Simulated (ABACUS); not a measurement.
The system is ZnS (Wurtzite-2H).

```
Zn S
1.0
     3.81100    0.00000    0.00000
    -1.90550    3.30042    0.00000
     0.00000    0.00000    6.23400
Zn S
2 2
Cartesian
  1.9055 1.1001 3.1170
  0.0000 2.2003 0.0000
  1.9055 1.1001 5.5171
  0.0000 2.2003 2.4001
```

```yaml
Program: ABACUS 3.10.1
Task: relaxation of cell and atoms
Functional: r2SCAN
Potentials_or_basis: SG15 ONCV 1.2 PBE
Cutoff: 1320 eV
Density_cutoff: 5279 eV
Basis: plane waves
k_mesh: 5 × 5 × 3
Occupations: fermi-dirac, width 0.05 eV
Spin: no spin polarisation
```

At the start: pressure 0.8 GPa; volume 19.60 Å³/atom.

Where does the relaxation end?

Over 20 steps the energy falls by 5.8 meV/atom and the volume is 19.77 Å³/atom (+0.9 %); space group P6_3mc (No. 186, to 0.05 Å).

Step by step:
| step | energy change (eV) | largest force (eV/Å) | pressure (GPa) | volume (Å³) |
| --- | --- | --- | --- | --- |
| 1 | 0.0000 | 0.3255 | 0.82 | 78.41 |
| 2 | -0.0176 | 0.1336 | -0.44 | 79.59 |
| 3 | -0.0174 | 0.0736 | -0.53 | 79.68 |
| 4 | -0.0206 | 0.0084 | -0.08 | 79.21 |
| 5 | -0.0209 | 0.0103 | 0.03 | 79.08 |
| 6 | -0.0223 | 0.0032 | 0.03 | 79.06 |
| 7 | -0.0229 | 0.0482 | 0.06 | 79.01 |
| 8 | -0.0233 | 0.0298 | 0.02 | 79.07 |
| 9 | -0.0233 | 0.0018 | -0.04 | 79.11 |
| 10 | -0.0233 | 0.0066 | 0.02 | 79.07 |
| 11 | -0.0233 | 0.0070 | 0.02 | 79.06 |
| 12 | -0.0233 | 0.0489 | 0.00 | 79.07 |
| 13 | -0.0233 | 0.0343 | 0.01 | 79.06 |
| 14 | -0.0233 | 0.0165 | 0.00 | 79.07 |
| 15 | -0.0233 | 0.0335 | 0.02 | 79.07 |
| 16 | -0.0233 | 0.0027 | 0.01 | 79.07 |
| 17 | -0.0233 | 0.0027 | 0.01 | 79.07 |
| 18 | -0.0233 | 0.0038 | 0.01 | 79.07 |
| 19 | -0.0233 | 0.0301 | 0.00 | 79.08 |
| 20 | -0.0233 | 0.0017 | 0.00 | 79.08 |

Final structure:
```xyz
4
Lattice="3.8199 0.0000 0.0000 -1.9100 3.3081 0.0000 0.0000 0.0000 6.2581" Properties=species:S:1:pos:R:3 pbc="T T T"
Zn    1.9100    1.1027    3.1617
Zn    0.0000    2.2054    0.0327
S     1.9100    1.1027    5.5057
S     0.0000    2.2054    2.3767
```

Caveat: the potentials were made for another functional, which shifts forces and pressure.
